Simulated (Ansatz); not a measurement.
# Sc2NOF MXene bilayer (AA) in a perpendicular field

Wanted: the out-of-plane response of the Sc2NOF MXene bilayer (AA). A positive field points along +c.

Method: plane-wave DFT, LDA, Ansatz PAW, in Ansatz 0.2.0.

This is a report of a sequence of runs, with most program output left out.

## Step 1: Set-up

The cell holds 10 atoms: 2 F, 4 Sc, 2 N and 2 O. Its edges and angles: a = 3.155 Å, b = 3.155 Å, c = 30.302 Å, α = 90.0°, β = 90.0°, γ = 120.0°. Regions: layer 1: Sc2NOF MXene, 5 atoms (1 F, 2 Sc, 1 N and 1 O); layer 2: Sc2NOF MXene, 5 atoms (1 F, 2 Sc, 1 N and 1 O). Vacuum lies along c.

## Step 2: Relaxing the slab

The starting cell is a guess, so the in-plane lattice and the atoms are relaxed first, with the slab cut off from its images along the normal. The program lengthens the vector along the normal by itself, so c and the volume that it reports differ from the typed ones.

File input.yaml:

```yaml
crystal:
  lattice:
    - [3.15458, 0.0, 0.0]
    - [-1.57729, 2.7319464183, 0.0]
    - [0.0, 0.0, 30.3019284669]
  atoms:
    - { symbol: F, position: [0.3333333333, 0.6666666667, 0.2970107995] }
    - { symbol: Sc, position: [0.6666666667, 0.3333333333, 0.3315104725] }
    - { symbol: "N", position: [0.0, 0.0, 0.3725875024] }
    - { symbol: Sc, position: [0.3333333333, 0.6666666667, 0.4136645324] }
    - { symbol: O, position: [0.6666666667, 0.3333333333, 0.4537983201] }
    - { symbol: F, position: [0.3333333333, 0.6666666667, 0.5462016799] }
    - { symbol: Sc, position: [0.6666666667, 0.3333333333, 0.5807013529] }
    - { symbol: "N", position: [0.0, 0.0, 0.6217783829] }
    - { symbol: Sc, position: [0.3333333333, 0.6666666667, 0.6628554128] }
    - { symbol: O, position: [0.6666666667, 0.3333333333, 0.7029892005] }
  periodic: [true, true, false]
kpoints:
  mp_grid: { grid: [12, 12, 1] }
hamiltonian:
  xc: lda
scf:
  occupations: { method: fermi_dirac, width: 0.05 }
  convergence: { dr2_threshold: 1.0e-09 }
relax:
  f_tol: 0.004
  max_steps: 90
  cell: {}
output:
  write_potential: true
  write_density: true
  volumetric_format: npy
```

Run with:

```
$ ansatz run input.yaml --threads 4 --pin off --max-ram 6144MiB --backend cpu --events-out ev --progress --plain --runs-dir out
```

It took 4 min on 4 threads of Arm Neoverse V1, shared host; peak memory 0.94 GiB; 16 min of CPU time.

The steps of the relaxation:

| step | energy less that of the first step (eV) | largest force component (eV/Å) | volume (Å³) |
| --- | --- | --- | --- |
| 1 | 0.0000 | 6.2122 | 417.15 |
| 2 | -2.7007 | 2.0793 | 418.25 |
| 3 | -3.1015 | 1.0248 | 420.49 |
| 4 | -3.2476 | 0.1796 | 422.41 |
| 5 | -3.2939 | 0.2598 | 423.40 |
| 6 | -3.3409 | 0.1320 | 422.02 |
| 7 | -3.3548 | 0.2112 | 426.93 |
| 8 | -3.0517 | 1.7228 | 436.77 |
| 9 | -3.3556 | 0.1301 | 428.78 |
| 10 | -3.3569 | 0.0310 | 428.33 |
| 11 | -3.3573 | 0.0252 | 428.10 |
| 12 | -3.3572 | 0.0005 | 428.28 |
| 13* | -3.3739 | 0.0012 | 428.28 |
| 14 | -3.3733 | 0.0036 | 428.82 |
| 15 | -3.3731 | 0.0033 | 428.96 |
| 16* | -3.3742 | 0.0033 | 428.96 |

Relaxation steps marked * repeat the geometry before them on a plane-wave basis chosen anew for their cell, so energy and pressure can jump there. Relaxation step 8 was tried and not accepted.

Forces are held to the 6 operations that the run works with; a distortion that breaks them can't arise in this run.

| cell as run | before | after | change |
| --- | --- | --- | --- |
| a (Å) | 3.155 | 3.199 | +1.4 % |
| b (Å) | 3.155 | 3.199 | +1.4 % |

The atoms that moved most (Å, along periodic axes as changes of fractional coordinates times the final cell, across vacuum about the mean position):

| atom | dx | dy | dz | length |
| --- | --- | --- | --- | --- |
| O10 | 0.000 | 0.000 | -0.951 | 0.951 |
| Sc4 | 0.000 | 0.000 | 0.873 | 0.873 |
| Sc2 | 0.000 | 0.000 | 0.784 | 0.784 |
| N8 | 0.000 | 0.000 | -0.748 | 0.748 |
| F1 | 0.000 | 0.000 | 0.696 | 0.696 |
| F6 | 0.000 | 0.000 | -0.586 | 0.586 |
| N3 | 0.000 | 0.000 | 0.564 | 0.564 |
| Sc7 | 0.000 | 0.000 | -0.529 | 0.529 |

The relaxed structure:

```cif
data_structure
_symmetry_space_group_name_H-M 'P 1'
_symmetry_Int_Tables_number 1
_cell_length_a 3.1989
_cell_length_b 3.1989
_cell_length_c 48.4039
_cell_angle_alpha 90.000
_cell_angle_beta 90.000
_cell_angle_gamma 120.000
_cell_volume 428.96
loop_
_atom_site_label
_atom_site_type_symbol
_atom_site_fract_x
_atom_site_fract_y
_atom_site_fract_z
_atom_site_occupancy
F1 F 0.33333 0.66667 0.20031 1
Sc2 Sc 0.66667 0.33333 0.22373 1
N3 N 0.00000 0.00000 0.24490 1
Sc4 Sc 0.33333 0.66667 0.27700 1
O5 O 0.66667 0.33333 0.29110 1
F6 F 0.33333 0.66667 0.32982 1
Sc7 Sc 0.66667 0.33333 0.35260 1
N8 N 0.00000 0.00000 0.37380 1
Sc9 Sc 0.33333 0.66667 0.40584 1
O10 O 0.66667 0.33333 0.42044 1
```

Numbers from this step:

```yaml
gap_on_the_k_mesh: 2.860 eV
```

The lattice constant a goes from 3.155 to 3.199 Å.

## Step 3: Single point, field 0

A sawtooth potential applies the field, turning back in the middle of the vacuum. With the dipole correction the typed value is the field outside the slab. The induced dipole is small, so the SCF threshold is tight.

The cell differs from the one that the last finished run ended in (c 48.404 → 28.655 Å).

File input.yaml:

```yaml
crystal:
  lattice:
    - [3.1989329309, 0.0, 0.0]
    - [-1.5994664655, 2.7703571832, 0.0]
    - [0.0, 0.0, 28.6548404453]
  atoms:
    - { symbol: F, position: [0.3333333333, 0.6666666667, 0.314083061] }
    - { symbol: Sc, position: [0.6666666667, 0.3333333333, 0.3536303397] }
    - { symbol: "N", position: [0.0, 0.0, 0.389391876] }
    - { symbol: Sc, position: [0.3333333333, 0.6666666667, 0.4436172238] }
    - { symbol: O, position: [0.6666666667, 0.3333333333, 0.4674414943] }
    - { symbol: F, position: [0.3333333333, 0.6666666667, 0.5328478938] }
    - { symbol: Sc, position: [0.6666666667, 0.3333333333, 0.5713191465] }
    - { symbol: "N", position: [0.0, 0.0, 0.6071413539] }
    - { symbol: Sc, position: [0.3333333333, 0.6666666667, 0.6612632872] }
    - { symbol: O, position: [0.6666666667, 0.3333333333, 0.685916939] }
kpoints:
  mp_grid: { grid: [18, 18, 1] }
  band_path:
    path: [[0, 0, 0], [0.5, 0, 0], [0.33333333, 0.33333333, 0], [0, 0, 0]]
    npoints: 16
hamiltonian:
  xc: lda
scf:
  occupations: { method: fermi_dirac, width: 0.02585 }
  convergence: { dr2_threshold: 1.0e-10 }
efield:
  axis: 3
  dipole_correction: true
  ramp_position: 0.97
  ramp_width: 0.06
  amplitude: 0
output:
  dos: { projected: true, e_range: [-6, 5] }
  bader: true
  write_potential: true
  write_density: true
  volumetric_format: npy
  elf: true
```

Run time: 48 s. Hardware: 4 threads; peak memory 0.92 GiB.

Numbers from this step:

| Item | Value |
| --- | --- |
| gap on the k-mesh | 2.854 eV |
| dipole along the normal | -0.09814 e·Å |
| gap along the path | 2.854 eV |
| smallest direct gap along the path | 3.072 eV |
| step between the vacuum levels | 2.004 eV |
| ionisation energy, upper face | 7.858 eV |
| electron affinity, upper face | 5.004 eV |
| ionisation energy, lower face | 5.854 eV |
| gap, the smaller of path and mesh | 2.854 eV |

Running mean over a fixed 2.5 Å (it still follows the layers) of the planar mean; the ramp of the sawtooth is left out. The electron's electrostatic potential energy less the Fermi level by z:

| z (Å) | electron's electrostatic potential energy less the Fermi level (eV) |
| --- | --- |
| 3.5 | 4.41 |
| 4.0 | 4.41 |
| 4.5 | 4.41 |
| 5.0 | 4.41 |
| 5.5 | 4.41 |
| 6.0 | 4.41 |
| 6.5 | 4.39 |
| 7.0 | 4.29 |
| 7.5 | 3.39 |
| 8.0 | 1.29 |
| 8.5 | -1.29 |
| 9.0 | -4.74 |
| 9.5 | -7.69 |
| 10.0 | -9.48 |
| 10.5 | -9.17 |
| 11.0 | -8.36 |
| 11.5 | -8.14 |
| 12.0 | -8.69 |
| 12.5 | -8.53 |
| 13.0 | -7.34 |
| 13.5 | -5.95 |
| 14.0 | -4.28 |
| 14.5 | -2.88 |
| 15.0 | -3.25 |
| 15.5 | -5.77 |
| 16.0 | -8.12 |
| 16.5 | -8.85 |
| 17.0 | -7.90 |
| 17.5 | -7.40 |
| 18.0 | -7.53 |
| 18.5 | -7.92 |
| 19.0 | -7.04 |
| 19.5 | -5.65 |
| 20.0 | -3.10 |
| 20.5 | 0.703 |
| 21.0 | 4.17 |
| 21.5 | 5.99 |
| 22.0 | 6.34 |
| 22.5 | 6.40 |
| 23.0 | 6.42 |
| 23.5 | 6.42 |
| 24.0 | 6.42 |
| 24.5 | 6.42 |
| 25.0 | 6.42 |
| 25.5 | 6.42 |

The density of states has structure finer than the step of the table below, so its rows give means over 0.25 eV, whole bins alone (the curve runs from -6 to 3.4 eV). Peaks (eV: height): -4.210: 18.3, -4.020: 13.9, -2.640: 14.6, -2.500: 18.1, -2.440: 17.0, -1.810: 11.4, -1.450: 21.6.

Table of density of states by energy, zero at the Fermi level of the run, which the smearing sets inside the gap; means over each step:

energy (eV), density of states (states/eV a cell) and a bar:
```
    -5.25        0.0 
    -5.00        3.3 ########
    -4.75        4.1 ##########
    -4.50        1.8 ####
    -4.25        8.6 ######################
    -4.00        9.2 #######################
    -3.75        5.5 ##############
    -3.50        8.8 ######################
    -3.25        7.5 ###################
    -3.00        5.9 ###############
    -2.75        9.1 #######################
    -2.50       11.9 ##############################
    -2.25        3.8 ##########
    -2.00        3.3 ########
    -1.75        6.7 #################
    -1.50        7.4 ###################
    -1.25        0.0 
    -1.00        0.0 
    -0.75        0.0 
    -0.50        0.0 
    -0.25        0.0 
     0.00        0.0 
     0.25        0.0 
     0.50        0.0 
     0.75        0.0 
     1.00        0.0 
     1.25        0.0 
     1.50        3.2 ########
     1.75        4.0 ##########
     2.00        1.6 ####
     2.25        6.1 ###############
     2.50        6.4 ################
     2.75        4.7 ############
     3.00        6.4 ################
     3.25        8.5 #####################
```

Projected DOS per atom over height of the atomic layer and energy from the Fermi level. Layers: F Sc N Sc O F Sc N Sc O from below.

Ten even steps from '0' (0.00 states/eV) to '9' (3.33 states/eV), each cell a mean:
```
0905005010
0501005010
0602006010
0501000000
0501000000
0000000000
0000000000
0000000000
0000000000
0000000000
0000000000
0000001704
0000001703
0180401201
0170201326
0130100327
0131500115
0032800224
0011300000
0022500000
0000000000
0000000000
```
Columns: height of the atomic layer (Å) from 9 to 19.7 (not evenly spaced); rows upwards: energy from the Fermi level (eV) from -5.96 to 3.4.

Electronic bands along the path, in eV, zero at the Fermi level of the run, which the smearing sets inside the gap:

| point | band 37 | band 38 | band 39 | band 40 | band 41 | band 42 | band 43 | band 44 |
| --- | --- | --- | --- | --- | --- | --- | --- | --- |
| Γ | -2.26 | -1.80 | -1.45 | -1.45 | 1.99 | 1.99 | 2.30 | 2.77 |
| halfway | -2.44 | -2.31 | -1.74 | -1.50 | 1.58 | 2.38 | 2.52 | 2.62 |
| M | -2.67 | -2.42 | -1.89 | -1.85 | 1.41 | 2.26 | 3.12 | 3.43 |
| halfway | -2.74 | -2.45 | -2.03 | -1.59 | 1.64 | 2.48 | 2.75 | 3.08 |
| K | -2.49 | -2.37 | -2.35 | -1.49 | 2.13 | 2.24 | 2.66 | 2.96 |
| halfway | -2.54 | -2.34 | -1.80 | -1.50 | 1.82 | 2.07 | 2.61 | 2.84 |
| Γ | -2.26 | -1.80 | -1.45 | -1.45 | 1.99 | 1.99 | 2.30 | 2.77 |

Valence density in the ca plane at fractional y = 0.333, with atoms of Sc and O within 0.2 Å of it. It is the smooth field of the valence electrons, not physical close to the nuclei.

Values in e/Å³, 5 rows by 16 columns, each cell a mean:
```
0.0 0.0 0.0 0.0 0.0 0.0 0.2 2.2 0.7 0.2 1.1 0.9 0.1 1.6 1.3 0.2
0.0 0.0 0.0 0.0 0.0 0.0 0.3 5.8 1.7 0.1 3.4 2.8 0.1 4.2 3.5 0.1
0.0 0.0 0.0 0.0 0.0 0.0 0.2 2.3 0.7 0.2 1.2 1.0 0.1 1.6 1.4 0.2
0.0 0.0 0.0 0.0 0.0 0.0 0.3 0.2 0.4 0.3 0.4 0.1 0.2 0.2 0.3 0.3
0.0 0.0 0.0 0.0 0.0 0.0 0.2 0.2 0.4 0.3 0.4 0.1 0.2 0.2 0.3 0.3
```
Columns run along c (16.0 Å, from fractional 0.09 to 0.65 of the cell), rows up along a (3.2 Å). Atoms in or near the plane, at fractional coordinates: Sc at (0.35, 0.67), O at (0.47, 0.67), Sc at (0.57, 0.67).

ELF in the ca plane at fractional y = 0.333, with atoms of Sc and O within 0.2 Å of it. It is the smooth field of the valence electrons, not physical close to the nuclei.

Ten even steps from '0' (0.00) to '9' (0.82), each cell a mean:
```
10365323212589720003653232125898631000000000
03877820126989961028777201269889852000000000
04833830027956972048338400279569852000000000
02787711115999951028877211159999852000000000
21244224211478620112442242014688531000000000
54101477411211102541014784112122100000000000
76213798413310003662137984133100000000000000
53101477411112101431014774111123210000000000
```
Columns run along c (16.0 Å, from fractional 0.31 to 0.87 of the cell), rows up along a (3.2 Å). Atoms in or near the plane, at fractional coordinates: Sc at (0.35, 0.67), O at (0.47, 0.67), Sc at (0.57, 0.67), O at (0.69, 0.67).

Electrostatic potential energy in the ca plane at fractional y = 0.333, with atoms of Sc and O within 0.2 Å of it. With pseudopotentials it is smooth inside the atoms' cores, unlike the true potential.

Values in eV, 5 rows by 16 columns, each cell a mean:
```
  7   7   7   7   7   6  -1 -27  -9   3  -8  -3   3 -20 -17   3
  7   7   7   7   7   5  -6 -48 -22   3 -26 -21   1 -39 -35   2
  7   7   7   7   7   6  -1 -28  -9   2  -9  -3   3 -21 -18   3
  7   7   7   7   7   6   3  -1   2  -1  -6   4   4   0   1   2
  7   7   7   7   7   6   3   0   2  -1  -6   4   5   0   1   2
```
Columns run along c (16.0 Å, from fractional 0.09 to 0.65 of the cell; values clipped at the 3rd and 97th percentile), rows up along a (3.2 Å). Atoms in or near the plane, at fractional coordinates: Sc at (0.35, 0.67), O at (0.47, 0.67), Sc at (0.57, 0.67).

The gap is 2.85 eV, with the valence edge 7.86 eV and the conduction edge 5.00 eV under the upper vacuum level.

## Step 4: Single point, field 0.03 V/Å

Edit input.yaml of step 3 so:

```diff
@@ -31,6 +31,4 @@
   ramp_width: 0.06
-  amplitude: 0
+  amplitude: 0.03
 output:
-  dos: { projected: true, e_range: [-6, 5] }
-  bader: true
   write_potential: true
@@ -38,2 +36 @@
   volumetric_format: npy
-  elf: true
```

It took 36 s on 4 threads; peak memory 0.87 GiB; 2.4 min of CPU time.

The dipole is -0.0842 e·Å, 0.0140 e·Å from its value without field, and the gap 2.806 eV.

## Step 5: Single point, field -0.03 V/Å

Edit input.yaml of step 4 so:

```diff
@@ -31,3 +31,3 @@
   ramp_width: 0.06
-  amplitude: 0.03
+  amplitude: -0.03
 output:
```

Elapsed: 35 s, on 4 threads; peak memory 0.87 GiB.

The dipole is -0.112 e·Å, -0.0140 e·Å from its value without field, and the gap 2.903 eV.

## Step 6: Single point, field 0.15 V/Å

Edit input.yaml of step 5 so:

```diff
@@ -31,3 +31,3 @@
   ramp_width: 0.06
-  amplitude: -0.03
+  amplitude: 0.15
 output:
```

Wall time 36 s (4 threads); peak memory 0.87 GiB; 2.3 min of CPU time.

The dipole is -0.0283 e·Å, 0.0699 e·Å from its value without field, and the gap 2.609 eV.

## Step 7: Atoms held, field 0.25 V/Å

Edit input.yaml of step 6 so:

```diff
@@ -31,3 +31,3 @@
   ramp_width: 0.06
-  amplitude: 0.15
+  amplitude: 0.25
 output:
```

Wall time 38 s (4 threads); peak memory 0.87 GiB; 2.5 min of CPU time.

The dipole is 0.0183 e·Å, 0.116 e·Å from its value without field, and the gap 2.444 eV.

## Step 8: Atoms held, field -0.25 V/Å

Edit input.yaml of step 7 so:

```diff
@@ -31,4 +31,6 @@
   ramp_width: 0.06
-  amplitude: 0.25
+  amplitude: -0.25
 output:
+  dos: { projected: true, e_range: [-6, 5] }
+  bader: true
   write_potential: true
@@ -36 +38,2 @@
   volumetric_format: npy
+  elf: true
```

Elapsed: 53 s, on 4 threads; peak memory 0.91 GiB; 3.5 min of CPU time.

The dipole is -0.215 e·Å, -0.117 e·Å from its value without field, and the gap 3.237 eV.

## Step 9: Response, atoms held

This step: plane-wave DFT, LDA, Ansatz PAW; response to a field along the normal, atoms held (Ansatz 0.2.0).

The dipoles give the slope, and the difference of two potentials shows where the field is screened.

Numbers from this step:

```
equivalent conductor thickness p/(ε₀AE) : 9.510 Å
distance between the outer atoms        : 10.65 Å
```

Table of dipole of the cell by applied field:

| applied field (V/Å) | dipole of the cell (e·Å) |
| --- | --- |
| -0.250 | -0.215 |
| -0.030 | -0.112 |
| 0.000 | -0.0981 |
| 0.030 | -0.0842 |
| 0.150 | -0.0283 |
| 0.250 | 0.0183 |

Local field over the applied field, running mean. From the potentials at -0.03 and 0.03 V/Å; running mean over 2.5 Å. Local field over applied field against z:

| z (Å) | local field over applied field |
| --- | --- |
| 4.5 | 1.000 |
| 5.0 | 1.000 |
| 5.5 | 0.999 |
| 6.0 | 0.996 |
| 6.5 | 0.983 |
| 7.0 | 0.946 |
| 7.5 | 0.861 |
| 8.0 | 0.745 |
| 8.5 | 0.612 |
| 9.0 | 0.471 |
| 9.5 | 0.331 |
| 10.0 | 0.233 |
| 10.5 | 0.172 |
| 11.0 | 0.147 |
| 11.5 | 0.138 |
| 12.0 | 0.144 |
| 12.5 | 0.178 |
| 13.0 | 0.234 |
| 13.5 | 0.286 |
| 14.0 | 0.331 |
| 14.5 | 0.374 |
| 15.0 | 0.378 |
| 15.5 | 0.333 |
| 16.0 | 0.259 |
| 16.5 | 0.194 |
| 17.0 | 0.153 |
| 17.5 | 0.141 |
| 18.0 | 0.138 |
| 18.5 | 0.157 |
| 19.0 | 0.207 |
| 19.5 | 0.296 |
| 20.0 | 0.420 |
| 20.5 | 0.580 |
| 21.0 | 0.740 |
| 21.5 | 0.872 |
| 22.0 | 0.951 |
| 22.5 | 0.984 |
| 23.0 | 0.996 |
| 23.5 | 0.999 |
| 24.0 | 1.000 |

(Part 1 of 2 ends here.)

[Logs are printed without paths, hosts, clocks, repeated set-up lines and the standing remarks that a program may print on its own settings, such as how far it seeks lower states.]

[Hosts, paths, dates, database ids (printed as entryN), source tags and the programs' standing remarks are cut or masked in the printed files.]

[Maps of the electrostatic potential energy from Ansatz leave out the sawtooth potential of an applied field or a dipole correction, so their vacuum need not be flat; planar profiles and work functions include it.]

[The density of states shown here was stored with 400 of the rows of the run's finer table, so its peaks can read low, often by over a quarter, or be missed, and its means over a window can be off by a tenth or more.]
